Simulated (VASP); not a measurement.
Write the native input for VASP 6.6.1 that does the following.

* Task: single point
* Functional: PBE
* Potentials or basis: VASP PAW PBE potentials, release 64 (Li_sv)
* Cutoff: 520 eV
* k mesh: 6 × 6 × 8
* Occupations: fermi-dirac, width 0.15 eV
* Spin: no spin polarisation
* Dipole correction: no
* Further INCAR settings: ALGO = Normal; EDIFF = 1e-07; NBANDS = 12

The structure of Li lies in POSCAR:

```
Li
1.0
    5.0459282497      0.0000000000      0.0000000000
   -2.5229646346      4.3699025169      0.0000000000
    0.0000000000      0.0000000000      2.9455013648
Li
3
Direct
    0.0000000000      0.0000000000      0.0000000000
    0.6666666667      0.3333333333      0.5000000000
    0.3333333333      0.6666666667      0.5000000000
```

This isn't the form of Li at room conditions, which is bcc.

One way to write it, as run:

INCAR

```
PREC = Accurate
ENCUT = 520
EDIFF = 1E-7
ISMEAR = -1
SIGMA = 0.15
LREAL = F
LASPH = T
NELM = 100
ALGO = Normal
ISIF = 2
LWAVE = F
LCHARG = F
GGA = PE
NBANDS = 12
```

KPOINTS

```
regular mesh
0
Gamma
  6 6 8
```

Potentials or basis: VASP PAW PBE potentials, release 64 (Li_sv).

The run is started by

```console
$ cat potpaw_PBE.64/Li_sv/POTCAR > POTCAR
$ mpirun -np 1 vasp_std > vasp.out
```

Results of the run:

```yaml
Band_gap_on_the_k_mesh: none (metal or under the smearing width)
```

It took 8.9 s on 1 thread of Intel(R) Xeon(R) 6975P-C (Granite Rapids), on a shared host, peak memory 0.17 GiB.
